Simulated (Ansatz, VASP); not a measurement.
## Two plane-wave programs on AlN

The input POSCAR:

```
AlN
1.0
    3.2213267599      0.0000000000      0.0000000000
   -1.6106633799      2.7897508069      0.0000000000
    0.0000000000      0.0000000000      4.0727769829
Al N
2 2
Direct
    0.3333333333      0.6666666667      0.7500000000
    0.6666666667      0.3333333333      0.2500000000
    0.3333333333      0.6666666667      0.2500000000
    0.6666666667      0.3333333333      0.7500000000
```

File INCAR.step1:

```
PREC = Accurate
ENCUT = 520
ISMEAR = 0
SIGMA = 0.01
LREAL = F
LASPH = T
NELM = 80
NBANDS = 16
GGA = PE
ALGO = Normal
EDIFF = 1E-4
LWAVE = T
LCHARG = F
```

File INCAR.step2:

```
PREC = Accurate
ENCUT = 520
EDIFF = 1E-6
ISMEAR = 0
SIGMA = 0.01
LREAL = F
LASPH = T
NELM = 80
ALGO = Normal
ISIF = 2
LWAVE = F
LCHARG = F
METAGGA = R2SCAN
LMIXTAU = T
NBANDS = 16
ISTART = 1
```

KPOINTS

```
Automatic mesh
0
Gamma
  6 6 4
```

Input for Ansatz:

```yaml
crystal:
  lattice:
    - [3.2213267598675976, 0.0, 0.0]
    - [-1.6106633799337988, 2.789750806852203, 0.0]
    - [0.0, 0.0, 4.072776982887511]
  atoms:
    - { symbol: Al, position: [0.3333333333333333, 0.6666666666666666, 0.75] }
    - { symbol: Al, position: [0.6666666666666666, 0.3333333333333333, 0.25] }
    - { symbol: "N", position: [0.3333333333333333, 0.6666666666666666, 0.25] }
    - { symbol: "N", position: [0.6666666666666666, 0.3333333333333333, 0.75] }
basis:
  ecutwfc: 500.0
kpoints:
  mp_grid:
    grid: [6, 6, 4]
hamiltonian:
  xc: r2scan
  pseudopotentials:
    kind: paw
scf:
  occupations:
    method: fixed
output:
  stress: true
```

Measurements of this composition are mostly on another form, of space group No. 186.

Alike in both runs: task single point; functional r2SCAN; k mesh 6 × 6 × 4; no spin polarisation.

|  | VASP | Ansatz |
| --- | --- | --- |
| version | VASP 6.6.1 | Ansatz 0.2.0 |
| potentials or method | VASP PAW PBE potentials, release 64 (Al, N) | plane waves, PAW |
| plane-wave cutoff (eV) | 520 | 500 |
| occupations | gaussian, width 0.01 eV | fixed |
| valence electrons in the cell | 16 | 16 |

|  | VASP | Ansatz | Ansatz less VASP |
| --- | --- | --- | --- |
| pressure (GPa) | 14.7 | 15.3 | +0.55 |
| largest component of the traceless stress (GPa) | 3.21 | 2.91 | -0.296 |

Caveats: the PAW data sets were made with another functional, which shifts forces and pressure a little (VASP). r2SCAN opens gaps a little over a GGA but as a rule still falls short of measured ones. A k mesh can miss the band edges.
